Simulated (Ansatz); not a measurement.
# InAs: the cell at several levels of theory

Aim: relax rocksalt InAs with PBE and r2SCAN and see how far the functionals disagree on the cell. This is a trial cell built on a prototype, not taken from a measured structure, and it needn't be the compound's ground state.

Code: Ansatz 0.2.0. PAW datasets, plane waves, zero pressure. Spin-unpolarised throughout. Whether this structure exists isn't addressed.

## 1. The structure to begin with

This is the cell as the run starts from it, not yet at rest; its lengths are not the crystal's.

Space group Fm-3m (No. 225), cubic; conventional cell a = 5.508 Å, 20.89 Å³ an atom. Near In stand 6 As at 2.75 Å; near As stand 6 In at 2.75 Å.

As a file:

```xyz
2
Lattice="0.0000 2.7542 2.7542 2.7542 0.0000 2.7542 2.7542 2.7542 0.0000" Properties=species:S:1:pos:R:3 pbc="T T T"
In    0.0000    0.0000    0.0000
As    2.7542    2.7542    2.7542
```

## 2. PBE: cell and atoms

Contents of input.yaml:

```yaml
crystal:
  lattice:
    - [0.0, 2.75418, 2.75418]
    - [2.75418, 0.0, 2.75418]
    - [2.75418, 2.75418, 0.0]
  atoms:
    - { symbol: In, position: [0.0, 0.0, 0.0] }
    - { symbol: As, position: [0.5, 0.5, 0.5] }
kpoints:
  mp_grid: { grid: [8, 8, 8] }
hamiltonian:
  xc: pbe
scf:
  occupations: { method: fermi_dirac, width: 0.02 }
relax:
  f_tol: 0.005
  cell: {}
```

Launch:

```
$ ansatz run input.yaml --threads 2 --pin off --max-ram 2211MiB --backend cpu --events-out ev --progress --plain --runs-dir out
```

The runs that follow: Relaxing with r2SCAN.

What does the calculation give? Wanted: for each run, a; volume; space group; SCF geometries.

The runs gave:

```
 level  a (Å)  volume (Å³/atom)  space group  SCF geometries
   PBE  5.753            23.807        Fm-3m               5
r2SCAN  5.683            22.941        Fm-3m               5
```

What this shows: The first relaxation changed the volume by +14.0 % from the start. r2SCAN gives the smallest cell and PBE the largest; they differ by 3.8 % in volume, a mean of 1.2 % in length.
